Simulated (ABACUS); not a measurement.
**ZnSe (Stilleite) in ABACUS: the effect of basis**

The system is ZnSe (Stilleite).

```
Se Zn
1.0
    -2.83380    0.00000    2.83380
     0.00000    2.83380    2.83380
    -2.83380    2.83380    0.00000
Se Zn
1 1
Direct
  0.25000 0.25000 0.25000
  0.00000 0.00000 0.00000
```

Alike in all runs:

* Program: ABACUS 3.10.1
* Task: single point
* Functional: PBE
* Potentials or basis: PseudoDojo NC SR 0.4.1 PBE standard
* k mesh: 6 × 6 × 6
* Occupations: fermi-dirac, width 0.05 eV
* Spin: no spin polarisation

Problem. One run gave: gap on the mesh 1.29 eV; pressure 2.1 GPa. Which basis did it use?
A. DZP
B. pw
C. TZDP

Solution. B.

```tsv
basis	cutoff	gap on the mesh (eV)	pressure (GPa)
DZP	1361 eV	1.45	3.0
TZDP	1361 eV	1.41	2.7
pw	1184 eV	1.29	2.1
```

Caveats: the atomic orbitals were generated for these runs and aren't a published set (some runs); the basis of atomic orbitals isn't converged, which shifts pressures, moduli and gaps (some runs).

